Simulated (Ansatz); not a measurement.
# CsPbCl3 (model cell, started as cubic perovskite with Pb in the octahedra): a soft mode frozen in, part 2 of 3

Which phase does CsPbCl3 (model cell, started as cubic perovskite with Pb in the octahedra) fall into along its unstable mode, and how much energy does it gain?

Ansatz 0.2.0; DFT PBEsol, scalar-relativistic, plane waves, PAW; PAW set soft_1.

So far, highest frequency on the path or at a solved wavevector (cm⁻¹): step 2 (the dispersion) 263. Also lowest frequency on the path (cm⁻¹): step 2 -47.9.

## 6. Relaxing from the distorted cell

Starting from the lowest point found, all atoms and the cell are let go, so that strain and other modes of the same symmetry can join in.

The input, input.yaml:

```yaml
crystal:
  lattice:
    - [5.6185982474, 5.6185982474, 0.0]
    - [5.6185982474, 0.0, 5.6185982474]
    - [5.6185982474, 0.0, -5.6185982474]
  atoms:
    - { symbol: Cs, position: [0.0, 0.0, 0.0] }
    - { symbol: Cs, position: [0.0, 0.5, 0.5] }
    - { symbol: Pb, position: [0.5, 0.25, 0.75] }
    - { symbol: Pb, position: [0.5, 0.75, 0.25] }
    - { symbol: Cl, position: [0.4433670041, 0.0, 0.0] }
    - { symbol: Cl, position: [0.5566329959, 0.5, 0.5] }
    - { symbol: Cl, position: [0.0, 0.5566329959, 0.0] }
    - { symbol: Cl, position: [0.0, -0.0566329959, 0.5] }
    - { symbol: Cl, position: [0.4433670041, 0.0566329959, 0.5] }
    - { symbol: Cl, position: [0.5566329959, 0.4433670041, 0.0] }
kpoints:
  mp_grid: { grid: [6, 6, 6] }
hamiltonian:
  xc: pbesol
  pseudopotentials: { kind: paw, azcp: { folder: soft_1 }, xc_functional: pbe }
scf:
  occupations: { method: fixed }
output:
  forces: true
  stress: true
  eigenvalues: true
relax:
  adjacent_minimum: "off"
  f_tol: 0.002
  max_steps: 120
  cell: { stress_tol: 0.03 }
```

Started as:

```sh
$ ansatz run input.yaml --threads 4 --pin off --max-ram 16384MiB --backend cpu --events-out ev --progress --plain --runs-dir out
```

Numbers of over 12 decimals in the logs are rounded to 6 here.

The program printed:

```text
[...]
Crystal: 10 atoms, lattice volume = 354.743 Å³
Basis set: ecut = 420 eV, 6879 PW (Γ), exchange–correlation on 108×108×108 points (8 copies of the dense FFT grid, shifted against one another)
Bands: 54, of which v1, the nominal top of the filled ones, is band 44 counted from 1 (43 counted from 0)
Symmetry: 12 space group operations
[...]
k-points: 32 of 216
[...]
SCF iter   1: F=—  HF=-41068.480294 eV  |F-HF|=—  |Δ(HF+E_count)|=         —  Δρ=2.46e-2  dr2=5.02e0  ethr=3.10e-3  ⟨swp⟩=6.2  Hψ=6584  notcnv=0  defer=217
[...]
SCF iter   8: F=-41066.066285 eV  HF=-41066.066285 eV  |F-HF|=1.01e-8  |Δ(HF+E_count)|=   6.12e-8  Δρ=1.69e-6  dr2=1.16e-8  ethr=1.14e-10  ⟨swp⟩=18.6  Hψ=12069  notcnv=0
SCF 1 converged in 8 iterations: F = -41066.066285 eV  dr2 = 1.16e-8
[...]
relax step   1: F+E_penalty+E_count = -41066.06628528 eV  Δ(F+E_penalty+E_count) = +0.000e0 eV  max|allowed force component| = 1.092e-2 eV/Å  Δτ_max = 0.0000 Å  P = -0.409 GPa  Ω = 354.743 Å³  (8 SCF iters, dr2 threshold 1.00e-7 eV, accepted)
Crystal: 10 atoms, lattice volume = 350.550 Å³
Basis set: ecut = 420 eV, 6855 PW (Γ), exchange–correlation on 108×108×108 points (8 copies of the dense FFT grid, shifted against one another)
[...]
iter 1 solved again at ethr=1.17e-6 eV; its pass at ethr=3.10e-3 eV (dr2=1.03e-3 eV) is discarded
[...]
SCF iter   5: F=-41066.077447 eV  HF=-41066.077447 eV  |F-HF|=6.29e-8  |Δ(HF+E_count)|=   8.41e-7  Δρ=3.10e-6  dr2=2.85e-8  ethr=9.81e-10  ⟨swp⟩=16.0  Hψ=11023  notcnv=0
SCF 2 converged in 5 iterations: F = -41066.077447 eV  dr2 = 2.85e-8
[...]
relax step   2: F+E_penalty+E_count = -41066.07744702 eV  Δ(F+E_penalty+E_count) = -1.116e-2 eV  max|allowed force component| = 1.322e-2 eV/Å  Δτ_max = 0.0106 Å  P = -0.146 GPa  Ω = 350.550 Å³  energy of the carried Pulay correction = +1.985e-4 eV  (5 SCF iters, dr2 threshold 8.63e-7 eV, accepted)
Crystal: 10 atoms, lattice volume = 346.016 Å³
Basis set: ecut = 420 eV, 6741 PW (Γ), exchange–correlation on 108×108×108 points (8 copies of the dense FFT grid, shifted against one another)
[...]
SCF iter   6: F=-41066.086672 eV  HF=-41066.086672 eV  |F-HF|=1.02e-9  |Δ(HF+E_count)|=   5.14e-7  Δρ=2.83e-6  dr2=2.64e-8  ethr=2.66e-10  ⟨swp⟩=17.2  Hψ=11430  notcnv=0
the search or the solves at the SCF's close seem to have found levels that the self-consistency loop had missed (the run counts 1). By its estimate they hold under 1e-12 electrons; where the run keeps them, the occupations were computed again with them
SCF 3 converged in 6 iterations: F = -41066.086672 eV  dr2 = 2.64e-8
[...]
relax step   3: F+E_penalty+E_count = -41066.08667176 eV  Δ(F+E_penalty+E_count) = -9.225e-3 eV  max|allowed force component| = 7.591e-3 eV/Å  Δτ_max = 0.0382 Å  P = +0.090 GPa  Ω = 346.016 Å³  energy of the carried Pulay correction = +4.177e-4 eV  (6 SCF iters, dr2 threshold 2.34e-7 eV, accepted)
[...]
relax step   4: F+E_penalty+E_count = -41066.08864283 eV  Δ(F+E_penalty+E_count) = -1.971e-3 eV  max|allowed force component| = 5.626e-3 eV/Å  Δτ_max = 0.0130 Å  P = +0.034 GPa  Ω = 346.006 Å³  energy of the carried Pulay correction = +4.182e-4 eV  (5 SCF iters, dr2 threshold 4.65e-8 eV, accepted)
[...]
relax step   5: F+E_penalty+E_count = -41066.08892826 eV  Δ(F+E_penalty+E_count) = -2.854e-4 eV  max|allowed force component| = 2.724e-4 eV/Å  Δτ_max = 0.0108 Å  P = -0.003 GPa  Ω = 346.219 Å³  energy of the carried Pulay correction = +4.078e-4 eV  (6 SCF iters, dr2 threshold 2.98e-9 eV, accepted)
[...]
SCF iter   4: F=-41066.088564 eV  HF=-41066.088564 eV  |F-HF|=8.73e-11  |Δ(HF+E_count)|=   2.52e-8  Δρ=1.12e-7  dr2=1.54e-11  ethr=1.00e-12  ⟨swp⟩=17.8  Hψ=14042  notcnv=0
SCF 6 converged in 4 iterations: F = -41066.088564 eV  dr2 = 1.54e-11
relax step   6: F+E_penalty+E_count = -41066.08856422 eV  Δ(F+E_penalty+E_count) = +3.640e-4 eV  max|allowed force component| = 2.740e-4 eV/Å  Δτ_max = 0.0000 Å  P = -0.003 GPa  Ω = 346.219 Å³  stress off target by 7.22e-3 GPa  SCF on the basis re-selected at this cell (its energy is not comparable with the rows above)  (4 SCF iters)
basis re-selected at this cell: Δ(F+E_penalty+E_count) = +3.640e-4 eV, ΔP = -0.000 GPa vs the last step (what re-selecting the basis moved, of the pressure what is left beyond the Pulay correction that the steps carried, after the strain that the cell walked since its last selection, with what the two solves' SCF thresholds leave and, on support functions, any second-order correction that the steps lacked; it is no m [...]
SCF converged after 4 iterations
Free energy (F): -41066.088564 eV
[...]
Internal energy: -41066.088564 eV  (E = F + TS)
E sigma→0 (E₀):  -41066.088564 eV
Fermi energy:    3.778225 eV
[...]
--- Forces (eV/Å), atoms counted from 1 ---
  atom   1  Cs     0.00000000    -0.00000000     0.00000000
  atom   2  Cs    -0.00000000     0.00000000    -0.00000000
  atom   3  Pb    -0.00000000     0.00000000     0.00000000
  atom   4  Pb     0.00000000     0.00000000     0.00000000
  atom   5  Cl    -0.00027401    -0.00027401    -0.00000000
  atom   6  Cl     0.00027401     0.00027401     0.00000000
  atom   7  Cl     0.00027401     0.00000000     0.00027401
  atom   8  Cl    -0.00027401    -0.00000000    -0.00027401
  atom   9  Cl     0.00000000    -0.00027401     0.00027401
  atom  10  Cl    -0.00000000     0.00027401    -0.00027401
  max |Σ_I F_I| component: 4.34e-19 eV/Å
--- Stress (GPa, compression-positive) ---
       -0.003396       0.001911       0.001911
        0.001911      -0.003396      -0.001911
        0.001911      -0.001911      -0.003396
  P = ⅓ Tr σ = -0.0034 GPa (-0.034 kbar)
--- Band table (eV; the first three rows and the last of 32) ---
  k-point 0: bands = [... 40 lower, 1.8326, 1.8326, 1.9077, 3.7782, 5.8969, 6.0329, 6.0329, 7.6612, ... 6 higher]
  k-point 1: bands = [... 40 lower, 1.7671, 1.7671, 1.9268, 3.4440, 6.2387, 6.3006, 6.3006, 7.8353, ... 6 higher]
  k-point 2: bands = [... 40 lower, 1.6603, 1.6603, 1.9791, 2.7883, 6.9497, 6.9807, 6.9807, 8.0527, ... 6 higher]
  k-point 31: bands = [... 40 lower, 1.7378, 1.7378, 2.4200, 2.4200, 6.7895, 6.7895, 7.8150, 7.8150, ... 6 higher]
--- Relaxed structure (5 steps of the walk, 5 accepted, 1 SCFs on fresh bases) ---
  F+E_penalty+E_count = -41066.08856422 eV   max|allowed force component| = 2.740e-4 eV/Å   (the final SCF, on the basis selected at the relaxed cell)
  cell:  # Å, volume = 346.2194 Å³
    - [5.643849, 5.643849, 0.0]
    - [5.643849, 0.0, 5.643849]
    - [5.504375, 0.139474, -5.504375]
  atoms:
    - { symbol: Cs, position: [1.0806133306876731e-19, -1.6209199960315086e-19, -1.620919996031509e-19] }
    - { symbol: Cs, position: [4.336808689942018e-19, 0.5, 0.5] }
    - { symbol: Pb, position: [0.5, 0.250000, 0.75] }
    - { symbol: Pb, position: [0.500000, 0.750000, 0.250000] }
    - { symbol: Cl, position: [0.434229, 3.297104270655087e-19, -3.468537534463966e-19] }
    - { symbol: Cl, position: [0.565771, 0.500000, 0.500000] }
    - { symbol: Cl, position: [0.0, 0.565771, 0.0] }
    - { symbol: Cl, position: [8.673617379884035e-19, -0.065771, 0.500000] }
    - { symbol: Cl, position: [0.434229, 0.065771, 0.500000] }
    - { symbol: Cl, position: [0.565771, 0.434229, -5.551115123125783e-17] }
```

Run time: 71 s. Hardware: 4 threads of Intel Xeon Platinum 8375C at 2.90GHz (Ice Lake), shared host; peak memory 1.1 GiB.

The steps of the relaxation:

```tsv
step	energy less that of the first step (eV)	largest force component (eV/Å)	pressure (GPa)	volume (Å³)
1	0.0000	0.0109	-0.41	354.74
2	-0.0112	0.0132	-0.15	350.55
3	-0.0204	0.0076	0.09	346.02
4	-0.0224	0.0056	0.03	346.01
5	-0.0226	0.0003	0.00	346.22
6*	-0.0223	0.0003	0.00	346.22
```

Relaxation steps marked * repeat the geometry before them on a plane-wave basis chosen anew for their cell, so energy and pressure can jump there.

Forces are held to the 12 operations that the run works with; a distortion that breaks them can't arise in this run.

```tsv
conventional cell, symmetrised	before	after	change
a (Å)	7.946	7.982	+0.4 %
b (Å)	7.946	7.982	+0.4 %
c (Å)	19.463	18.826	-3.3 %
volume (Å³/atom)	35.47	34.62	-2.4 %
```

The atoms that moved most (Å, as changes of fractional coordinates times the final cell):

```tsv
atom	dx	dy	dz	length
Cl7	0.052	0.000	0.052	0.073
Cl10	0.000	0.052	-0.052	0.073
Cl6	0.052	0.052	0.000	0.073
Cl8	-0.052	0.000	-0.052	0.073
Cl5	-0.052	-0.052	0.000	0.073
Cl9	0.000	-0.052	0.052	0.073
```

This step gave:

```yaml
pressure: -0.003396 GPa
gap_on_the_k_mesh: 2.119 eV
volume_per_atom: 34.62 Å³
```

The distorted start has space group R-3c; the relaxation ends in R-3c.

## 7. The new phase in its own primitive cell

The relaxed structure is symmetrised, reduced to its primitive cell and relaxed tightly, as its phonons need.

input.yaml, the sections that differ from step 6:

```yaml
crystal:
  lattice:
    - [3.9908040131, 2.3040917712, 6.2753791415]
    - [-3.9908040131, 2.3040917712, 6.2753791415]
    - [0.0, -4.6081835425, 6.2753791415]
  atoms:
    - { symbol: Cs, position: [0.75, 0.75, 0.75] }
    - { symbol: Cs, position: [0.25, 0.25, 0.25] }
    - { symbol: Pb, position: [0.5, 0.5, 0.5] }
    - { symbol: Pb, position: [0.0, 0.0, 0.0] }
    - { symbol: Cl, position: [0.1842289793, 0.75, 0.3157710207] }
    - { symbol: Cl, position: [0.8157710207, 0.25, 0.6842289793] }
    - { symbol: Cl, position: [0.3157710207, 0.1842289793, 0.75] }
    - { symbol: Cl, position: [0.6842289793, 0.8157710207, 0.25] }
    - { symbol: Cl, position: [0.25, 0.6842289793, 0.8157710207] }
    - { symbol: Cl, position: [0.75, 0.3157710207, 0.1842289793] }
relax:
  adjacent_minimum: "off"
  f_tol: 0.001
  max_steps: 60
  cell: { stress_tol: 0.01 }
# kpoints, hamiltonian, scf, output: as in step 6
```

The program printed:

```text
[...]
Crystal: 10 atoms, lattice volume = 346.219 Å³
Basis set: ecut = 420 eV, 6735 PW (Γ), exchange–correlation on 108×108×108 points (8 copies of the dense FFT grid, shifted against one another)
Bands: 54, of which v1, the nominal top of the filled ones, is band 44 counted from 1 (43 counted from 0)
Symmetry: 12 space group operations
[...]
k-points: 32 of 216
[...]
- { symbol: Pb, position: [0.500000, 0.500000, 0.5] }
    - { symbol: Pb, position: [0.0, 0.0, 0.0] }
    - { symbol: Cl, position: [0.184229, 0.75, 0.315771] }
    - { symbol: Cl, position: [0.8157710207, 0.250000, 0.684229] }
    - { symbol: Cl, position: [0.3157710207, 0.184229, 0.750000] }
    - { symbol: Cl, position: [0.6842289793, 0.8157710207, 0.250000] }
    - { symbol: Cl, position: [0.250000, 0.6842289793, 0.815771] }
    - { symbol: Cl, position: [0.75, 0.315771, 0.184229] }
[key lines of the parts left out:]
SCF converged after 6 iterations
Free energy (F): -41066.088564 eV
Fermi energy:    3.778225 eV
P = ⅓ Tr σ = -0.0034 GPa (-0.034 kbar)
```

Run time: 26 s. Hardware: 4 threads; peak memory 1.1 GiB; 98 s of CPU time.

Little changed from the start: no atom moved by 0.005 Å and no cell edge by 0.1 %.

Numbers from this step:

* direct gap on mesh: 2.119 eV

The largest force component left is 0.39 meV/Å and the pressure is -0.003 GPa, within the tolerances set. The cell now holds 34.62 Å³/atom.

(Continued in part 3 of 3.)

[Logs are printed without paths, hosts, clocks, repeated set-up lines and the standing remarks that a program may print on its own settings, such as how far it seeks lower states.]

[Hosts, paths, dates, database ids (printed as entryN), source tags and the programs' standing remarks are cut or masked in the printed files.]
